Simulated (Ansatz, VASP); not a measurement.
**One calculation of Cd, two programs**

```xyz
2
Lattice="1.6875 -4.7258 0.0000 1.6875 4.7258 0.0000 0.0000 0.0000 3.0127" Properties=species:S:1:pos:R:3 pbc="T T T"
Cd    1.6875   -3.4384    0.7532
Cd    1.6875    3.4384    2.2595
```

Alike in both runs: functional PBE; k mesh 18 × 18 × 18; occupations gaussian, width 0.1 eV; no spin polarisation.

Ansatz relaxed the structure, and its values are those at the end. VASP's run is a single point on that final structure, the one shown.

```csv
,VASP,Ansatz
version,VASP 6.6.1,Ansatz 0.2.0
potentials or method,"VASP PAW PBE potentials, release 64 (Cd)","scalar-relativistic, plane waves, PAW"
plane-wave cutoff (eV),520,420
valence electrons in the cell,24,40
```

Ansatz gave:

| Property | Result |
| --- | --- |
| gap on the k mesh at the Fermi level (eV) | none |
| pressure (GPa) | 0.0 |

Question: Estimate VASP's values.

Answer: gap on the k mesh at the Fermi level (eV): none; pressure (GPa): 0.3.

A gap of «none» marks a metal or a gap that the smearing closes. The two sets of potentials don't hold the same shells in valence.
